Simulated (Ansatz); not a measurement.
SiNi3, 4 atoms in the cell. Symmetry: Pm-3m, No. 221, cubic system. Conventional cell: a = 3.542 Å, b = 3.542 Å, c = 3.542 Å, α = 90.00°, β = 90.00°, γ = 90.00°. Ni (site symmetry 4/mmm) is surrounded by 8 Ni at 2.50 Å and 4 Si at 2.50 Å. Si (site symmetry m-3m) has 12 Ni at 2.50 Å as nearest neighbours. 

| Item | Value |
| --- | --- |
| Program | Ansatz 0.2.0 |
| Task | relaxation of cell and atoms |
| Functional | PBE |
| Potentials or basis | Ansatz PAW |
| Cutoff | 420 eV (not typed: the program's choice for these potentials) |
| k mesh | 8 × 8 × 8 |
| Occupations | fermi-dirac, width 0.05 eV |
| Spin | collinear spin, ferromagnetic start |
| Starting moments | [1.0, 1.0, 1.0, 0.0] μB |

Potentials or basis: Ansatz PAW.

Launch:

```bash
$ ansatz run input.yaml --threads 2 --pin off --max-ram 5632MiB --backend cpu --events-out ev --progress --plain --runs-dir out
```

Hardware: 2 threads of AMD EPYC 7R43 64-Core Processor (Zen 3), on a shared host.

Question: How long does it take, and how much memory?

Answer: It took 25 s on 2 threads of AMD EPYC 7R43 64-Core Processor (Zen 3), on a shared host, peak memory 0.45 GiB. Counts: scf iterations 54, plane waves 847, k points 35, bands 37, ion steps 5.
